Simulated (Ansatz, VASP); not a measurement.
**Sn: VASP and Ansatz over several settings**

```
Sn
1.0
     0.00000    3.23334    3.23334
     3.23334    0.00000    3.23334
     3.23334    3.23334    0.00000
Sn
2
Direct
  0.75000 0.75000 0.75000
  0.50000 0.50000 0.50000
```

This isn't the form of Sn at room conditions, which is tetragonal (white tin).

Single points on this cell with VASP 6.6.1 and Ansatz 0.2.0. Each row is one pair of runs. Alike in all rows: spin: off; k mesh: 7 × 7 × 7; VASP's potentials, cutoff: VASP PAW PBE potentials, release 64 (Sn_d), 520 eV; Ansatz's potentials, cutoff: Ansatz PAW, 420 eV.

```tsv
level	smearing	gap on the k mesh at the Fermi level (eV), VASP	gap on the k mesh at the Fermi level (eV), Ansatz	pressure (GPa), VASP	pressure (GPa), Ansatz
PBE	gaussian, width 0.027 eV	none	none	3.8	3.8
PBE	gaussian, width 0.028 eV	none	none	3.8	3.8
PBE	gaussian, width 0.014 eV	none	none	3.8	3.8
PBE	gaussian, width 0.015 eV	none	none	3.8	3.8
PBE	gaussian, width 0.016 eV	none	none	3.8	3.8
PBE	gaussian, width 0.017 eV	none	none	3.8	3.8
PBE	gaussian, width 0.019 eV	none	none	3.8	3.8
PBE	gaussian, width 0.02 eV	none	none	3.8	3.8
```

Pressure (GPa): the two programs differ by at most 0.07.

A gap of «none» marks a metal or a gap that the smearing closes.
